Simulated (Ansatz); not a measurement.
Crystal: CoPdO2.

```xyz
4
Lattice="1.4317 0.8266 5.9578 -1.4317 0.8266 5.9578 0.0000 -1.6532 5.9578" Properties=species:S:1:pos:R:3 pbc="T T T"
Pd    0.0000    0.0000    0.0000
Co    0.0000    0.0000    8.9367
O     0.0000    0.0000    2.0103
O     0.0000    0.0000   15.8630
```

The cell is a database's computed one.

A run of Ansatz 0.2.0 on this cell left the log below. Logs are shortened: lines on timing, memory, paths and dates and some standing lists are left out, and cuts for length are marked.

```text
Warning: RAYON_NUM_THREADS=2 ignored (pool sized by the plan → 2); use --threads N
basis.fft_grid_basis auto: the FFT boxes are laid along the combinations [[1, 0, -1], [0, 1, -1], [0, 0, 1]] of the cell's own vectors, 2.863, 2.863 and 6.183 Å long. The dense box has 20×20×45 points. Along the cell's own vectors, as sized, it would have 45×45×45, 5.06 times as many. Of the 12 symmetry operations that the crystal satisfies within crystal.symmetry.tolerance (time reversal apart; of a slab, those that keep its plane) the dense box along the cell's own vectors carries 12, and the one as laid loses 8 of those. basis.fft_grid_basis: typed keeps the cell's own vectors: state it where this run's energies or levels are differenced outside the engine with another run's, or held beside a run that keeps those vectors.
Engine: ansatz 0.2.0, x86_64-unknown-linux-gnu
Pseudopotentials: kind: paw
Pseudopotential: Pd, paw, valence charge 18, recommended cutoff 420 eV (normal), Pd.paw.azcp
Pseudopotential: Co, paw, valence charge 17, recommended cutoff 420 eV (normal), Co.paw.azcp
Pseudopotential: O, paw, valence charge 6, recommended cutoff 420 eV (normal), O.paw.azcp
Functional definition: PBE
  parameter kappa = 0.804
  parameter beta = 0.06672455060314922
  exchange = pbe_x(kappa = kappa, mu = beta*pi^2/3)
  correlation = pbe_c(beta = beta)
Crystal: 4 atoms, lattice volume = 42.303 Å³
Basis set: ecut = 420 eV, 829 PW (Γ), FFT grids on a1−a3, a2−a3, a3, exchange–correlation on 40×40×90 points (8 copies of the dense FFT grid, shifted against one another)
Bands: 30, of which v1, the nominal top of the filled ones, is band 24 counted from 1 (23 counted from 0)
Symmetry: 12 space group operations
Space group: R-3m (ITA 166), of the structure as read, at distance tolerance 3.5e-5 Å
Magnetic group: BNS 166.97 (UNI 1327), of the structure as read, at distance tolerance 3.5e-5 Å
k-points: 146 of 1331
Non-local potential: Pd, projectors of the file, l = 0: 2, l = 1: 2, l = 2: 2, l = 3: 1
Non-local potential: Co, projectors of the file, l = 0: 3, l = 1: 2, l = 2: 3, l = 3: 1
Non-local potential: O, projectors of the file, l = 0: 2, l = 1: 2, l = 2: 1
PAW form: soft (Blöchl's): semilocal exchange-correlation on the pseudo side does not see the compensation charge
PAW one-centre angular grid: Pd, 590 points (default); XC on 64 Gauss nodes
PAW one-centre angular grid: Co, 590 points (default); XC on 64 Gauss nodes
[... 30 lines left out ...]
Free energy (F): -13232.309454 eV
Harris-Foulkes:  -13232.309454 eV  (|F-HF|=2.60e-10)
Internal energy: -13232.309339 eV  (E = F + TS)
E sigma→0 (E₀):  -13232.309396 eV
Entropy (-TS):   -0.000116 eV (-0.029 meV/atom)
Fermi energy:    13.992883 eV
--- Per-component energies (eV) ---
  E_band       = -514.670163
  E_kinetic    = 1311.238013
  E_local      = -6092.899615  (includes V_loc(G=0)·N_el)
  E_nonlocal   = 768.247270
  E_hartree    = 2491.388059
  E_xc         = -472.551080
  E_vxc        = -601.669580  (∫ρ·V_xc dr)
  E_paw        = -5578.106012  (= ΣΔE_a)
  E_vpaw       = -882.366594  (= ΣTr[D̂ρ^β])
  E_aug_tail   = 0.004983  (compensation charges beyond the density's cutoff)
  E_ewald      = -5659.630956
  E_smearing   = -0.000116  (= −TS)
  E_closure    = 0.000000  (closes the sum)
  Σ components = -13232.309454   (vs F -13232.309454, Δ=0.00e0)
--- Forces (eV/Å), atoms counted from 1 ---
  atom   1  Pd     0.00000000     0.00000000     0.00000000
  atom   2  Co     0.00000000     0.00000000     0.00000000
  atom   3  O      0.00000000     0.00000000     0.14874081
  atom   4  O      0.00000000    -0.00000000    -0.14874081
  max |Σ_I F_I| component: 2.78e-17 eV/Å
--- Stress (GPa, compression-positive) ---
       -0.938198       0.000000       0.000000
        0.000000      -0.938198      -0.000000
        0.000000      -0.000000      -1.200373
  P = ⅓ Tr σ = -1.0256 GPa (-10.256 kbar)
--- Band table (eV; the first three rows and the last of 292) ---
  k-point 0 ↑: bands = ["-81.1838", "-70.1423", "-44.4698", "-44.4698", "-44.4078", "-36.2479", "-35.5719", "-35.5719", "-6.5651", "-4.7240", "5.8682", "8.2869", "8.2869", "9.3524", "10.4239", "11.4797", "11.4797", "11.7945", "11.7945", "12.5972", "12.5972", "12.8455", "12.8455", "13.2944", "16.2970", "16.2970", "17.0959", "20.6271", "23.4087", "26.4094"]
  k-point 1 ↑: bands = ["-81.1833", "-70.1407", "-44.4750", "-44.4711", "-44.4071", "-36.2460", "-35.5879", "-35.5759", "-6.4731", "-4.7185", "5.9714", "8.0641", "8.3348", "9.5037", "10.6187", "11.0149", "11.1968", "11.7289", "11.9510", "12.5041", "12.6092", "12.9232", "13.0516", "13.3257", "16.0957", "16.2278", "17.2386", "21.0326", "23.6306", "26.7660"]
  k-point 2 ↑: bands = ["-81.1820", "-70.1363", "-44.4889", "-44.4743", "-44.4049", "-36.2408", "-35.6307", "-35.5866", "-6.2150", "-4.7074", "6.2519", "7.6523", "8.4646", "9.4964", "10.3964", "10.6989", "10.9182", "11.6486", "12.2172", "12.3476", "12.6009", "13.0386", "13.4075", "13.4293", "15.7008", "16.0662", "17.5246", "22.0093", "24.2336", "27.6851"]
  k-point 145 ↓: bands = ["-81.1832", "-70.1407", "-44.4750", "-44.4710", "-44.4070", "-36.2460", "-35.5879", "-35.5759", "-6.3194", "-4.9578", "7.1343", "7.8575", "8.4415", "9.0304", "9.7310", "10.4102", "10.7048", "11.7171", "11.9444", "12.6940", "12.7539", "13.3603", "13.5527", "13.8198", "15.7850", "15.9626", "18.3527", "19.9029", "23.8877", "26.4790"]
```

**Question.** What input gives this log?

**Answer.** Single point with PBE, collinear spin, ferromagnetic start. The files as run (others can give the same):

input.yaml
```yaml
crystal:
  lattice:
    - [1.4316899074, 0.8265865534, 5.9577715763]
    - [-1.4316899074, 0.8265865534, 5.9577715763]
    - [0.0, -1.6531731068, 5.9577715763]
  atoms:
    - { symbol: Pd, position: [0.0, 0.0, 0.0] }
    - { symbol: Co, position: [0.5, 0.5, 0.5], spin: 2.0 }
    - { symbol: O, position: [0.112476, 0.112476, 0.112476] }
    - { symbol: O, position: [0.887524, 0.887524, 0.887524] }
hamiltonian:
  xc: pbe
  pseudopotentials: { kind: paw }
magnetization:
  spin_polarized: true
kpoints:
  mp_grid: { grid: [11, 11, 11] }
scf:
  occupations: { method: gaussian, width: 0.016 }
output:
  forces: true
  stress: true
  eigenvalues: true
```

Potentials or basis: Ansatz PAW.
Run with:
```sh
$ ansatz run input.yaml --threads 2 --pin off --max-ram 5632MiB --backend cpu --events-out ev --progress --plain --runs-dir out
```

Caveat: the starting moments collapsed, and a magnetic state may lie lower; the pressure holds a Pulay correction of +0.7 GPa for the finite cutoff; semilocal functionals often make such compounds metallic where correlation or magnetic order opens a gap, which also shifts bond lengths; the starting moments weren't kept.
